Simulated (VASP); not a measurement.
C (lonsdaleite (2H)), PBE single-point calculation: Ansatz's output and VASP's

```
C
1.0
     2.50320    0.00000    0.00000
    -1.25160    2.16783    0.00000
     0.00000    0.00000    4.16887
C
4
Direct
  0.33333 0.66667 0.00023
  0.66667 0.33333 0.50023
  0.33333 0.66667 0.37477
  0.66667 0.33333 0.87477
```

Ansatz printed

```
SCF 1 converged in 6 iterations: F = -1003.130618 eV  dr2 = 9.24e-12
  greatest PAW one-centre occupation: 0.645 electrons in one spin orbital (limit 2), on the C atom at site 3 (counted from 0), in its partial waves of l = 0
NSCF: frozen V_eff on 6 k-points
SCF converged after 6 iterations
Free energy (F): -1003.130618 eV
Harris-Foulkes:  -1003.130618 eV  (|F-HF|=2.25e-11)
Internal energy: -1003.130618 eV  (E = F + TS)
E sigma→0 (E₀):  -1003.130618 eV
Fermi energy:    15.316693 eV
--- Per-component energies (eV) ---
  E_band       = 69.978897
  E_kinetic    = 369.543768
  E_local      = -246.208592  (includes V_loc(G=0)·N_el)
  E_nonlocal   = 106.792791
  E_hartree    = 54.324645
  E_xc         = -195.018800
  E_vxc        = -242.121474  (∫ρ·V_xc dr)
  E_paw        = -396.909927  (= ΣΔE_a)
  E_vpaw       = -26.676909  (= ΣTr[D̂ρ^β])
  E_aug_tail   = 0.000034  (compensation charges beyond the density's cutoff)
  E_ewald      = -695.654538
  E_smearing   = -0.000000  (= −TS)
  E_closure    = 0.000000  (closes the sum)
  Σ components = -1003.130618   (vs F -1003.130618, Δ=0.00e0)
--- Forces (eV/Å), atoms counted from 1 ---
  atom   1  C      0.00000000     0.00000000     0.01169419
  atom   2  C     -0.00000000    -0.00000000     0.01169419
  atom   3  C      0.00000000     0.00000000    -0.01169419
  atom   4  C      0.00000000    -0.00000000    -0.01169419
  max |Σ_I F_I| component: 5.09e-17 eV/Å
--- Stress (GPa, compression-positive) ---
        4.382221       0.000000       0.000000
        0.000000       4.382221       0.000000
        0.000000       0.000000       3.705589
  P = ⅓ Tr σ = 4.1567 GPa (41.567 kbar)
--- Band table (eV; the first three rows and the last of 76) ---
  k-point 0: bands = ["-8.1721", "-2.5890", "-0.0677", "10.5657", "10.5657", "13.1765", "13.6551", "13.6551", "18.6497", "18.6497", "18.9992", "21.8232", "23.2049"]
  k-point 1: bands = ["-7.9843", "-3.6978", "1.3606", "10.7131", "10.7131", "11.9651", "13.3317", "13.3317", "19.0057", "19.0057", "19.6714", "21.7906", "22.8660"]
  k-point 2: bands = ["-7.4231", "-5.2276", "3.8303", "9.4340", "11.1408", "11.1408", "12.5980", "12.5980", "19.8616", "19.8616", "20.6849", "21.6606", "22.0083"]
  k-point 75: bands = ["0.0442", "0.0442", "1.1337", "1.1337", "4.1020", "4.1020", "9.3396", "9.3396", "21.0933", "21.0933", "22.7337", "22.7337", "26.2739"]
```

Each program uses its own PAW datasets. VASP's cell holds 16 valence electrons and Ansatz's 16. Ansatz's stress includes a Pulay correction; VASP's doesn't.

Problem. What does VASP give for the same cell and level of theory?

Solution. gap between bands v and c 3.31 eV; least direct gap 4.99 eV; pressure 4.8 GPa; largest force 0.02 eV/Å.

From OUTCAR

```
k-points           NKPTS =     76   k-points in BZ     NKDIM =     76   number of bands    NBANDS=     16

   NELECT =      16.0000    total number of electrons

   dimension x,y,z NGX =    20 NGY =   20 NGZ =   32
   dimension x,y,z NGXF=    40 NGYF=   40 NGZF=   64

  energy-cutoff  :      520.00
  volume of cell :       22.62
      direct lattice vectors                 reciprocal lattice vectors
     2.503195372  0.000000000  0.000000000     0.399489393  0.230645309  0.000000000
    -1.251597686  2.167830783  0.000000000    -0.000000000  0.461290617  0.000000000
     0.000000000  0.000000000  4.168869292     0.000000000  0.000000000  0.239873196

 k-points in reciprocal lattice and weights: KPOINTS created by Atomic Simulation Env
   0.00000000  0.00000000  0.00000000       0.001
   0.08333333  0.00000000  0.00000000       0.007
   0.16666667  0.00000000  0.00000000       0.007
   0.25000000  0.00000000  0.00000000       0.007
   0.33333333  0.00000000  0.00000000       0.007
   0.41666667  0.00000000  0.00000000       0.007
   0.50000000  0.00000000  0.00000000       0.003
   0.08333333  0.08333333  0.00000000       0.007
   ...

 E-fermi :  10.5190

 k-point     1 :       0.0000    0.0000    0.0000
  band No.  band energies     occupation
      1     -11.7670      2.00000
      2      -6.1850      2.00000
      3      -3.6571      2.00000
      4       6.9750      2.00000
      5       6.9750      2.00000
      6       9.5813      2.00000
      7      10.0590      2.00000
      8      10.0590      2.00000
      9      15.0457      0.00000
     10      15.0457      0.00000
     11      15.3969      0.00000
     12      18.2430      0.00000
     13      19.6065      0.00000
     14      19.6065      0.00000
     15      24.2171      0.00000
     16      27.7876      0.00000

 k-point     2 :       0.0833    0.0000    0.0000
  band No.  band energies     occupation
      1     -11.5939      2.00000
      2      -6.0292      2.00000
      3      -3.4959      2.00000
      4       6.1154      2.00000
      5       6.6191      2.00000
      6       9.3256      2.00000
      7       9.3286      2.00000
      8       9.7425      2.00000
      9      15.1502      0.00000
     10      15.5062      0.00000
     11      15.6993      0.00000
     12      18.7848      0.00000
     13      19.7544      0.00000
     14      20.1564      0.00000
     15      24.4228      0.00000
     16      27.5677      0.00000

 k-point     3 :       0.1667    0.0000    0.0000
  band No.  band energies     occupation
      1     -11.0766      2.00000
      2      -5.5628      2.00000
      3      -3.0233      2.00000
      4       4.1024      2.00000
      5       5.8077      2.00000
      6       7.6140      2.00000
      7       8.6166      2.00000
      8       9.0036      2.00000
      9      15.1615      0.00000
     10      16.3167      0.00000
     11      16.5356      0.00000
     12      19.9938      0.00000
     13      20.0421      0.00000
     14      21.5539      0.00000
     15      25.0514      0.00000
     16      25.2972      0.00000

 k-point     4 :       0.2500    0.0000    0.0000
  band No.  band energies     occupation
      1     -10.2222      2.00000
      2      -4.7914      2.00000
      3      -2.2956      2.00000
      4       1.7244      2.00000
      5       4.9288      2.00000
      6       5.5224      2.00000
      7       7.5303      2.00000
      8       8.1847      2.00000
      9      15.0096      0.00000
     10      17.0056      0.00000
     11      17.5172      0.00000
     12      20.2535      0.00000
     13      20.2744      0.00000
     14      23.3218      0.00000
     15      24.8592      0.00000
     16      25.5613      0.00000

 k-point     5 :       0.3333    0.0000    0.0000
  band No.  band energies     occupation
      1      -9.0484      2.00000
      2      -3.7274      2.00000
      3      -1.7786      2.00000
      4      -0.2161      2.00000
      5       3.3752      2.00000
      6       4.2063      2.00000
      7       6.1834      2.00000
      8       7.5023      2.00000
      9      14.8068      0.00000
     10      17.6960      0.00000
     11      18.1006      0.00000
     12      19.2521      0.00000
     13      20.4767      0.00000
     14      24.5812      0.00000
     15      25.0115      0.00000
     16      26.4668      0.00000

 k-point     6 :       0.4167    0.0000    0.0000
  band No.  band energies     occupation
      1      -7.6144      2.00000
      2      -3.3399      2.00000
      3      -2.4111      2.00000
      4       0.2124      2.00000
      5       1.3623      2.00000
      6       3.7436      2.00000
      7       4.8204      2.00000
      8       7.0620      2.00000
      9      14.6343      0.00000
     10      18.2506      0.00000
     11      18.3274      0.00000
     12      18.4391      0.00000
     13      20.7787      0.00000
     14      23.4657      0.00000
     15      26.2204      0.00000
     16      28.1243      0.00000

 ...

  Total        0.7225327      0.7225327      0.6064390     -0.0000000     -0.0000000     -0.0000000
  in kB       51.1716846     51.1716846     42.9496168     -0.0000000     -0.0000000     -0.0000000
  external PRESSURE =      48.4309953 kB  Pullay stress =       0.0000000 kB

 POSITION                                       TOTAL-FORCE (eV/Angst)
 -----------------------------------------------------------------------------------
     -0.00000      1.44522      0.00096         0.000000      0.000000      0.016029
      1.25160      0.72261      2.08540        -0.000000      0.000000      0.016029
     -0.00000      1.44522      1.56236        -0.000000     -0.000000     -0.016029
      1.25160      0.72261      3.64680        -0.000000     -0.000000     -0.016029
 -----------------------------------------------------------------------------------
    total drift:                                0.000000     -0.000000      0.000000

  FREE ENERGIE OF THE ION-ELECTRON SYSTEM (eV)
  ---------------------------------------------------
  free  energy   TOTEN  =       -36.2691499180 eV

  energy  without entropy=      -36.2691499180  energy(sigma->0) =      -36.26914992
```
